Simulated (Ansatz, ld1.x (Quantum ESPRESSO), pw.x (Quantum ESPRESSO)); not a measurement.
## Mo (Z = 42): one change to the TM potential, in the atom and in the fcc crystal

Mo, norm-conserving Troullier–Martins (Kleinman–Bylander form), made with ld1.x (Quantum ESPRESSO) 7.5 (PBE, scalar-relativistic). Core [Kr], reference 4d5 5s1 5p0. Waves: 5p (bound, empty): rc 3.35 bohr; 4d (bound): rc 1.50 bohr; 5s (bound): rc 2.45 bohr. Local part: the s channel. Core correction: none.

Change: wave 5p (bound): rc 3.35 bohr becomes 5p (bound): rc 2.62 bohr.

Cutoffs, loose and tight: the cutoffs (Ry, on a coarse ladder) from which the occupation-weighted sum of valence levels, in a spherical-Bessel basis at the reference potential, stays within 10 and 1 mRy of its value at 400 Ry. They do not see the model core or the augmentation charge, which bear on the density cutoff. Test errors are all-electron minus pseudo excitation energies from the reference, over the configurations 4d5 5s0 5p0; 4d4 5s0 5p0; 4d3 5s0 5p0; 4d5.5 5s0.5 5p0; 4d2 5s0 5p0; 4d4 5s1 5p1; 4d4 5s2 5p0; variants that change the core or the reference have their own tests.

Crystal test: fcc Mo in pw.x 7.5, no spin, 14³ k-points, Fermi–Dirac smearing 0.01 Ry, cutoffs set for each file from its atomic test. The reference is all-electron LAPW (Ansatz 0.2.0) with the same functional, mesh and smearing; V0 and B0 come from Birch–Murnaghan fits to the pressures at five volumes. Errors are pseudo minus all-electron; Δ is the rms difference of the E(V) curves that follow from these fits, minima aligned, over ±6 % about the mean V0. Mesh and smearing are coarse, so the numbers serve the comparison and aren't converged zero-temperature values; the lattice is a test structure that the element need not adopt.

All-electron: a0 = 4.005 Å (V0 = 16.06 Å³/atom), B0 = 235.3 GPa.

Problem. Does the change bring the crystal closer to the all-electron result?

Solution. The mean pressure error goes from +13.45 to +15.67 GPa, so the change moves the solid further from the all-electron pressures. Neither pressure curve crosses zero within the volumes sampled, so no fits are given.

```
                       quantity       base    changed
                 outcome (atom)  generated  generated
           cutoff, loose (atom)      45 Ry      45 Ry
           cutoff, tight (atom)      55 Ry      55 Ry
            bound ghosts (atom)       none       none
largest test error (meV) (atom)       -527       -527
           cutoffs in pw.x (Ry)     70/280     70/280
      mean pressure error (GPa)     +13.45     +15.67
```

Base: The largest radius (3.35 bohr) exceeds half the bond length (2.67 bohr), so the spheres overlap, which is one possible source of error among others. This is a poor potential for the solid. Changed file: This is a poor potential for the solid. The atomic cutoffs weigh occupied waves only.
